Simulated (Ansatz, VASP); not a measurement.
## GaSb (nc) in VASP and in Ansatz

```
Ga Sb
1.0
     0.00000    3.10779    3.10779
     3.10779    0.00000    3.10779
     3.10779    3.10779    0.00000
Ga Sb
1 1
Direct
  0.00000 0.00000 0.00000
  0.25000 0.25000 0.25000
```

Alike in both runs: functional PBE; k mesh 12 × 12 × 12; occupations gaussian, width 0.1 eV; no spin polarisation.

Ansatz relaxed the structure, and its values are those at the end. VASP's run is a single point on that final structure, the one shown.

|  | VASP | Ansatz |
| --- | --- | --- |
| version | VASP 6.6.1 | Ansatz 0.2.0 |
| potentials or method | VASP PAW PBE potentials, release 64 (Ga_d, Sb) | scalar-relativistic, plane waves, norm-conserving pseudopotentials |
| plane-wave cutoff (eV) | 520 | 1088 |
| valence electrons in the cell | 18 | 28 |

|  | VASP | Ansatz | Ansatz less VASP |
| --- | --- | --- | --- |
| gap on the k mesh at the Fermi level (eV) | none | none | - |
| pressure (GPa) | 0.0 | 0.0 | -0.03 |

A gap of «none» marks a metal or a gap that the smearing closes. The two sets of potentials don't hold the same shells in valence.

Caveats: this crystal is a semiconductor, whose small gap the functional closes, so the metal is an error of the method. The runs have no spin-orbit coupling, so splittings on Sb are missing.
